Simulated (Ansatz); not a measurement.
# SiNi3: work and stress of cleavage

Theory: Ansatz 0.2.0, DFT PBEsol, scalar-relativistic, plane waves, PAW. The runs took a 420 eV cutoff, a Γ-centred 13×13×5 mesh and Gaussian smearing (0.15 eV). No spin polarisation. A magnetic state may lie lower. Energies are free energies at this smearing, counted from the undisturbed cell; pressure is positive in compression.

The starting cell (relaxed at this level; it needn't be the usual structure):

```
Si Ni
1.0
     0.00000   -3.46125    0.00000
     0.00000    0.00000   -3.46125
    10.38374    0.00000    0.00000
Si Ni
3 9
Direct
  0.00000 0.00000 0.91665
  0.00000 0.00000 0.24998
  0.00000 0.00000 0.58332
  0.50000 0.50000 0.91665
  0.50000 0.50000 0.24998
  0.50000 0.50000 0.58332
  0.00000 0.50000 0.08332
  0.00000 0.50000 0.41665
  0.00000 0.50000 0.74998
  0.50000 0.00000 0.08332
  0.50000 0.00000 0.41665
  0.50000 0.00000 0.74998
```

The cut lies on the cell's a–b face, a (1 0 0) plane (indices in the standard cell, whose axes needn't be the Cartesian ones shown) of area 11.98 Å², between layers 1.73 Å apart. Vector c is lengthened by d along the normal with the atoms' Cartesian places fixed: one unrelaxed cut a cell. The traction is positive where the two halves pull on each other.

```
d (Å) energy (J/m²) traction (GPa)
 0.00           0.00             0.0
 0.50           1.31            39.0
 1.00           3.16            32.1
 2.00           5.15             9.9
 3.00           5.65             1.9
 6.00           5.75             0.0
```

**Question.** What are the work of separation and the cleavage stress, and do they fit the universal binding curve?

**Answer.** The energy levels off near W ≈ 5.75 J/m² (the traction is down to 0.0 GPa), the energy of the two unrelaxed faces, 2.87 J/m² each on average. The largest sampled traction is 39.0 GPa at d = 0.50 Å, and a parabola through it and its two neighbours peaks at σ_max ≈ 41.8 GPa, d ≈ 0.67 Å. The curve E = W[1 − (1 + d/ℓ)exp(−d/ℓ)] peaks in traction at d = ℓ with σ_max = W/(eℓ); with 1 J/m² per Å = 10 GPa this W and σ_max give ℓ = 0.51 Å. A parabola through that curve at the same three d peaks at 0.65 Å, against 0.67 Å here, a fair fit. Real crystals break at far lower stress, because cracks concentrate it, and on the plane of lowest W, which needn't be this one.

The cut is rigid; relaxing the faces lowers these energies and usually the stresses.

In a metal these slopes depend on the k mesh and the smearing.

Cost: 6 runs of about 21 core-minutes in all, on Arm Neoverse V1 (shared hosts).